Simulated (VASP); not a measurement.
# MgI2 in VASP: one cell, several levels of theory

What does VASP give for MgI2 in the CdI2 structure, the cell held fixed? Runs: PBE, LDA, PBEsol. The results are then set beside those of Ansatz 0.2.0 for the same cell.

Program: VASP 6.6.1. PAW datasets, plane waves. Computed at 0 K without zero-point motion; spin polarisation is off.

**1. The cell**

The cell comes from an earlier relaxation with r2SCAN+rVV10 in another program.

Space group P-3m1 (No. 164), trigonal; a = 4.157 Å, c = 6.873 Å in the conventional setting, 34.29 Å³ an atom. Mg has 6 I at 2.92 Å; I has 3 Mg at 2.92 Å.

As a file:

```cif
data_structure
_symmetry_space_group_name_H-M 'P 1'
_symmetry_Int_Tables_number 1
_cell_length_a 4.1572
_cell_length_b 4.1572
_cell_length_c 6.8733
_cell_angle_alpha 90.000
_cell_angle_beta 90.000
_cell_angle_gamma 120.000
_cell_volume 102.87
loop_
_atom_site_label
_atom_site_type_symbol
_atom_site_fract_x
_atom_site_fract_y
_atom_site_fract_z
_atom_site_occupancy
Mg1 Mg 0.00000 0.00000 0.00000 1
I1 I 0.33333 0.66667 0.24262 1
I2 I 0.66667 0.33333 0.75738 1
```

**2. Single point with PBE**

INCAR reads:

```
ENCUT = 520.000000
SIGMA = 0.020000
EDIFF = 1.00e-07
GGA = PE
PREC = Accurate
IBRION = -1
ISIF = 2
ISMEAR = -1
NBANDS = 15
NELM = 120
NSW = 0
LASPH = .TRUE.
LCHARG = .TRUE.
LELF = .TRUE.
LWAVE = .FALSE.
LREAL = .FALSE.
```

KPOINTS reads:

```
KPOINTS created by Atomic Simulation Environment
0
Gamma
12 12 4
0 0 0
```

KPOINTS_OPT reads:

```
special points
7
Reciprocal
0.0000000000 0.0000000000 0.0000000000 1
0.5000000000 0.0000000000 0.0000000000 1
0.3333333333 0.3333333333 0.0000000000 1
0.0000000000 0.0000000000 0.5000000000 1
0.5000000000 0.0000000000 0.5000000000 1
0.3333333333 0.3333333333 0.5000000000 1
0.5000000000 0.0000000000 0.3500000000 1
```

POSCAR reads:

```
Mg I
 1.0000000000000000
     4.1572130500175861    0.0000000000000000    0.0000000000000000
    -2.0786065250087931    3.6002521102594174    0.0000000000000000
     0.0000000000000000    0.0000000000000000    6.8733252076808444
 Mg  I
   1   2
Cartesian
  0.0000000000000000 -0.0000000000000000 -0.0000000000000000
 -0.0000000000000001  2.4001680735062787  1.6676205526148902
  2.0786065250087922  1.2000840367531393  5.2057046550659551
```

The run uses the recommended PBE PAW datasets (16 valence electrons a neutral cell).

Run with:

```console
mpirun -np 1 vasp_std
```

**3. LDA at this geometry**

INCAR reads:

```
ENCUT = 520.000000
SIGMA = 0.010000
EDIFF = 1.00e-07
GGA = CA
PREC = Accurate
IBRION = -1
ISIF = 2
ISMEAR = 0
NBANDS = 15
NELM = 120
NSW = 0
LASPH = .TRUE.
LCHARG = .TRUE.
LELF = .TRUE.
LWAVE = .FALSE.
LREAL = .FALSE.
```

KPOINTS is that of step 2.

KPOINTS_OPT is that of step 2.

POSCAR is that of step 2.

Potentials: the recommended LDA PAW datasets, 16 valence electrons in the neutral cell.

**4. Single point with PBEsol**

INCAR reads:

```
ENCUT = 520.000000
SIGMA = 0.010000
EDIFF = 1.00e-07
GGA = PS
PREC = Accurate
IBRION = -1
ISIF = 2
ISMEAR = 0
NBANDS = 15
NELM = 120
NSW = 0
LASPH = .TRUE.
LCHARG = .FALSE.
LWAVE = .FALSE.
LREAL = .FALSE.
```

KPOINTS is that of step 3.

KPOINTS_OPT is that of step 3.

POSCAR is that of step 3.

The run uses the recommended PBE PAW datasets (16 valence electrons a neutral cell).

Before running it: what results should come out? Wanted: for each run, gap; pressure; largest force; Ansatz: gap; Ansatz: pressure; Ansatz: force.

The runs gave:

```
 level  gap (eV)  pressure (GPa)  largest force (eV/Å)  Ansatz: gap (eV)  Ansatz: pressure (GPa)  Ansatz: force (eV/Å)
   PBE      3.49            1.07                 0.001              3.51                    1.13                 0.011
   LDA      3.33           -1.62                 0.163              3.34                   -1.52                 0.151
PBEsol      3.44           -0.34                 0.066              3.45                   -0.31                 0.061
```

What this shows: The gap spans 3.33 eV (LDA) to 3.49 eV (PBE). Spin-orbit coupling is left out, though the cell holds I (Z = 53); in an element this heavy it can shift bands and gaps by tenths of an eV. At this one volume the pressure spans -1.6 GPa (LDA) to 1.1 GPa (PBE): PBE wants the largest cell and LDA the smallest. Forces up to 0.16 eV/Å (LDA) show atoms off their equilibrium places at that level; the least is 0.001 eV/Å (PBE). The two programs agree on the gap within 0.03 eV, far less than the spread between functionals. The two codes have different PAW datasets and cutoffs. VASP's cell holds 16 valence electrons and Ansatz's 44. LDA means the Perdew–Zunger form in VASP and the Perdew–Wang form in Ansatz.
